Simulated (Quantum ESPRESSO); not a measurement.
# Sb under changes of volume

One of the cells (26.654 Å³/atom); the others are scaled copies at fixed shape and fractional positions:

```
Sb
1.0
     3.35453    0.00000    0.00000
    -1.67727    2.90511    0.00000
     0.00000    0.00000    5.47016
Sb
2
Direct
  0.66667 0.33333 0.75000
  0.33333 0.66667 0.25000
```

This isn't the form of Sb at room conditions, which is rhombohedral.

* Program: Quantum ESPRESSO 7.5
* Functional: PBEsol
* Potentials or basis: GBRV 1.5 PBEsol
* Cutoff: 612 eV
* Density cutoff: 4898 eV
* k mesh: 9 × 9 × 5
* Occupations: fermi-dirac, width 0.05 eV
* Spin: no spin polarisation

```tsv
volume (Å³/atom)	energy over the lowest point (meV/atom)	pressure (GPa)
25.055	7.73	2.6
25.588	1.39	0.9
26.121	0.00	-0.5
26.654	?	?
27.187	9.70	-2.9
27.720	20.04	-3.9
28.253	33.70	-4.8
```

Problem. What does the run at 26.654 Å³/atom give?

Solution. Energy over the lowest point 2.93 meV/atom; pressure -1.7 GPa.

Worked out: A Birch-Murnaghan fit of order 3 (a polynomial in V^(-2/3)) to the other rows has its minimum at 26.03 Å³/atom with B0 = V·E''(V) = 65 GPa and B' = 3.9 at fixed shape and positions, which overstates the stiffness. It gives 2.86 meV/atom at 26.654 Å³/atom, against the run's 2.93, and -dE/dV = -1.5 GPa, against -1.7.

Energies are extrapolated to zero smearing.
